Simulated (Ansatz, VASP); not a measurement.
One calculation of Ni, two programs

```xyz
1
Lattice="0.0000 1.7912 1.7912 1.7912 0.0000 1.7912 1.7912 1.7912 0.0000" Properties=species:S:1:pos:R:3 pbc="T T T"
Ni    0.0000    0.0000    0.0000
```

Change from the starting cell: volume scaled by 1.04.

Alike in both runs: task single point; functional PBE; k mesh 18 × 18 × 18; occupations fermi-dirac, width 0.05 eV; collinear spin.

```csv
,VASP,Ansatz
version,VASP 6.6.1,Ansatz 0.2.0
potentials or method,"VASP PAW PBE potentials, release 64 (Ni), cutoff 520 eV","all-electron LAPW, scalar-relativistic"
```

Ansatz gave:

```
pressure (GPa)                                                : -9.5
net moment per atom (μB)                                      : 0.63
size of the moment on the site where the two differ most (μB) : 0.66
```

Question: Which values does VASP return?

Answer: Pressure (GPa): -9.4; net moment per atom (μB): 0.62; size of the moment on the site where the two differ most (μB): 0.64.

Site moments also hang on the region over which each program counts them. Ansatz ran all-electron here, so the differences hold the error of VASP's frozen core and of both bases.
